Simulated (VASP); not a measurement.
# Settings for Ti: self-consistent run

Ti, I4/mmm (no. 139), 1 atom in the cell. PBE; PAW potentials Ti_sv (PBE set). VASP 6.6.1.

Wanted: energy within 0.5 meV/atom; stress within 0.05 GPa.

What the run is for: all; Accuracy asked: tight.

POSCAR:
```
Ti
1.0
   -1.6410000000      1.6410000000      1.6656150000
    1.6410000000     -1.6410000000      1.6656150000
    1.6410000000      1.6410000000     -1.6656150000
Ti
1
Direct
    0.0000000000      0.0000000000      0.0000000000
```

The series start from Plane-wave cutoff (eV): 360; Smearing width (eV): 0.1; k-point mesh: 16 × 16 × 16; Precision mode (PREC): Accurate; Electronic threshold (eV): 1e-6; Bands in all (NBANDS): 15; Aspherical gradient terms in the spheres (LASPH): yes; Electronic algorithm: ALGO=Normal; Support grid and gradient cutoff: ADDGRID=False GGA_COMPAT=False; Delay and inner steps: defaults. Each series keeps the choices made before it, and each single choice may use up half of a tolerance.

## Plane-wave cutoff (eV)

| Plane-wave cutoff (eV) | Energy less reference (meV/atom) | Stress, largest deviation (GPa) | SCF iterations | Time (s) |
|---|---|---|---|---|
| 220 | 75.81 | 18.868 | 14 | 10 |
| 280 | 21.45 | 0.370 | 12 | 12 |
| 320 | 18.87 | 0.259 | 12 | 25 |
| 360 | 13.98 | 0.745 | 12 | 25 |
| 410 | 5.27 | 0.619 | 12 | 31 |
| 480 | 0.77 | 0.144 | 12 | 32 |
| 580 | 0.40 | 0.014 | 12 | 41 |
| 720 (reference) | 0.00 | 0.000 | 12 | 84 |

Chosen: 720; the next looser run is off by more than half of the tolerance, so convergence isn't shown beyond this value.

## Smearing width (eV)

| Smearing width (eV) | Energy less reference (meV/atom) | Stress, largest deviation (GPa) | SCF iterations | Time (s) |
|---|---|---|---|---|
| 0.4 | 3.18 | 0.864 | 12 | 82 |
| 0.3 | 1.74 | 0.708 | 12 | 77 |
| 0.2 | 0.80 | 0.564 | 12 | 73 |
| 0.15 | 0.28 | 0.447 | 12 | 74 |
| 0.1 | -0.06 | 0.235 | 12 | 84 |
| 0.05 (reference) | 0.00 | 0.000 | 12 | 73 |

Chosen: 0.05; the next looser run is off by more than half of the tolerance, so convergence isn't shown beyond this value.

## k-point mesh

| k-point mesh | Energy less reference (meV/atom) | Stress, largest deviation (GPa) | SCF iterations | Time (s) |
|---|---|---|---|---|
| 5 × 5 × 5 | -12.54 | 1.496 | 13 | 5.9 |
| 7 × 7 × 7 | 1.33 | 1.135 | 12 | 11 |
| 8 × 8 × 8 | -1.01 | 0.255 | 12 | 14 |
| 10 × 10 × 10 | -1.56 | 0.187 | 12 | 22 |
| 13 × 13 × 13 | -0.68 | 0.188 | 12 | 40 |
| 16 × 16 × 16 | -0.41 | 0.636 | 12 | 73 |
| 19 × 19 × 19 | -0.21 | 0.036 | 12 | 111 |
| 22 × 22 × 22 (reference) | 0.00 | 0.000 | 12 | 189 |

Chosen: 22 × 22 × 22; the next looser run is off by more than half of the tolerance, so convergence isn't shown beyond this value.

## Precision mode (PREC)

| Precision mode (PREC) | Energy less reference (meV/atom) | Stress, largest deviation (GPa) | SCF iterations | Time (s) |
|---|---|---|---|---|
| SingleN | 0.27 | 0.011 | 12 | 90 |
| Normal | 0.01 | 0.001 | 12 | 90 |
| Single | 0.02 | 0.011 | 12 | 203 |
| Accurate (reference) | 0.00 | 0.000 | 12 | 189 |

Chosen: Normal, the loosest value from which every tighter one stays within half of the tolerance.

## Electronic threshold (eV)

| Electronic threshold (eV) | Energy less reference (meV/atom) | Stress, largest deviation (GPa) | SCF iterations | Time (s) |
|---|---|---|---|---|
| 0.001 | 0.07 | 1.856 | 9 | 71 |
| 0.0001 | -0.02 | 0.923 | 10 | 84 |
| 1e-5 | 0.00 | 0.007 | 12 | 88 |
| 1e-6 | 0.00 | 0.012 | 12 | 90 |
| 1e-7 | 0.00 | 0.003 | 14 | 106 |
| 1e-8 (reference) | 0.00 | 0.000 | 16 | 118 |

Chosen: 1e-5.

## Bands in all (NBANDS)

| Bands in all (NBANDS) | Energy less reference (meV/atom) | Stress, largest deviation (GPa) | SCF iterations | Time (s) |
|---|---|---|---|---|
| 7 | 0.00 | 0.007 | 12 | 44 |
| 8 | 0.00 | 0.009 | 12 | 50 |
| 10 | 0.00 | 0.020 | 12 | 59 |
| 12 | 0.00 | 0.010 | 12 | 68 |
| 15 | 0.00 | 0.022 | 12 | 88 |
| 24 (reference) | 0.00 | 0.000 | 11 | 147 |

Chosen: 7.

## Aspherical gradient terms in the spheres (LASPH)

| Aspherical gradient terms in the spheres (LASPH) | Energy less reference (meV/atom) | Stress, largest deviation (GPa) | SCF iterations | Time (s) |
|---|---|---|---|---|
| yes | 0.00 | 0.000 | 12 | 44 |
| no | 0.01 | 0.002 | 12 | 61 |

Chosen: yes; no other choice that stays within half of the tolerance saves 30 % of the time.

## Electronic algorithm

| Electronic algorithm | Energy less reference (meV/atom) | Stress, largest deviation (GPa) | SCF iterations | Time (s) |
|---|---|---|---|---|
| ALGO=Normal | 0.00 | 0.000 | 12 | 44 |
| ALGO=Fast | 0.03 | 0.136 | 22 | 135 |
| ALGO=VeryFast | no result | no result | 120 | 434 |
| ALGO=All ISEARCH=1 | 0.01 | 0.031 | 19 | 83 |
| ALGO=All ISEARCH=0 | 0.01 | 0.031 | 19 | 74 |
| ALGO=Damped TIME=0.4 | no result | no result | 120 | 313 |
| ALGO=Damped TIME=0.1 | no result | no result | 120 | 268 |
| ALGO=Old Fast | 0.01 | 0.105 | 15 | 59 |

Chosen: ALGO=Normal.

## Support grid and gradient cutoff

| Support grid and gradient cutoff | Energy less reference (meV/atom) | Stress, largest deviation (GPa) | SCF iterations | Time (s) |
|---|---|---|---|---|
| ADDGRID=False GGA_COMPAT=False | 0.00 | 0.000 | 12 | 44 |
| ADDGRID=True GGA_COMPAT=False | -0.01 | 0.002 | 12 | 47 |
| ADDGRID=False GGA_COMPAT=True | 0.00 | 0.000 | 12 | 44 |

Chosen: ADDGRID=False GGA_COMPAT=False.

## Delay and inner steps

| Delay and inner steps | Energy less reference (meV/atom) | Stress, largest deviation (GPa) | SCF iterations | Time (s) |
|---|---|---|---|---|
| defaults | 0.00 | 0.000 | 12 | 44 |
| NELMDL=-2 | 0.00 | 0.037 | 9 | 34 |
| NELMDL=-8 | 0.00 | 0.004 | 15 | 68 |
| NELMDL=-12 | 0.00 | 0.004 | 19 | 70 |
| NRMM=2 | 0.00 | 0.033 | 12 | 50 |
| NRMM=6 | 0.00 | 0.002 | 12 | 62 |
| WEIMIN=0.001 | 0.00 | 0.000 | 12 | 55 |

Chosen: defaults.

## All choices together

| Input | Energy less reference (meV/atom) | Stress, largest deviation (GPa) | Time (s) |
|---|---|---|---|
| the program's defaults (naive) | 39.96 | 0.477 | 0.9 |
| chosen settings | 0.01 | 0.020 | 44 |
| reference settings throughout | 0.00 | 0.000 | 343 |

The chosen settings stay within the tolerance of the reference run, but the reference itself isn't shown to be converged in: Plane-wave cutoff (eV), Smearing width (eV), k-point mesh.

Values of the reference run: Stress: -4.389, 0, 0, 0, -4.389, 0, 0, 0, -3.873 GPa.

## The input

INCAR:
```
ADDGRID = F
ALGO = Normal
EDIFF = 1E-5
ENCUT = 720
GGA = PE
GGA_COMPAT = F
ISIF = 2
ISMEAR = 1
LASPH = T
LCHARG = F
LREAL = F
LWAVE = F
NBANDS = 7
NELM = 120
PREC = Normal
SIGMA = 0.05
```

KPOINTS:
```
Automatic mesh
0
Gamma
  22 22 22
  0 0 0
```

Commands:
```
cat potpaw_PBE.64/Ti_sv/POTCAR > POTCAR
mpirun -np 1 vasp_std > vasp.out
```

The chosen input took VASP 6.6.1 44 s on 1 core (Intel Xeon Platinum 8488C (Sapphire Rapids)), a shared host.

## An input that fails: smearing far too wide

It runs to its end, but against the unchanged starting input it is off by 142.15 meV/atom in the energy, 1.287 GPa in the stress.

Changes against the starting input:
```
- SIGMA = 0.1
- NELM = 120
+ SIGMA = 2.0
+ NELM = 74
```
